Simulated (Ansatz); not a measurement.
Lattice vibrations of ZrN at Γ at 2 GPa

Theory: Ansatz 0.2.0, DFT PBE, scalar-relativistic, plane waves, PAW. Settings: 420 eV plane-wave cutoff, Γ-centred 16×16×16 mesh, Fermi-Dirac smearing of 0.15 eV. No spin polarisation. Phonons by linear response, acoustic sum rule imposed.

The cell, relaxed at 2 GPa:
```xyz
2
Lattice="0.0000 2.2918 2.2918 2.2918 0.0000 2.2918 2.2918 2.2918 0.0000" Properties=species:S:1:pos:R:3 pbc="T T T"
Zr    0.0000    0.0000    0.0000
N     2.2918    2.2918    2.2918
```

In a metal, frequencies and elastic constants depend on the k mesh and the smearing, soft modes and shear constants most. Spin polarisation was left out, and a magnetic state may lie lower.

Optical modes at Γ; i marks an imaginary frequency:
```json
{"frequency (cm⁻¹)": "482", "degeneracy": "3"}
```

All 3 optical modes at Γ are real: no displacement of atoms at fixed cell lowers the energy to second order. Strains and modes at other wave vectors aren't tested by this run.

Cost: 1 run of about 1.1 core-minutes, on Intel Xeon Processor @ 2.50GHz (Skylake/Cascade Lake) (shared hosts).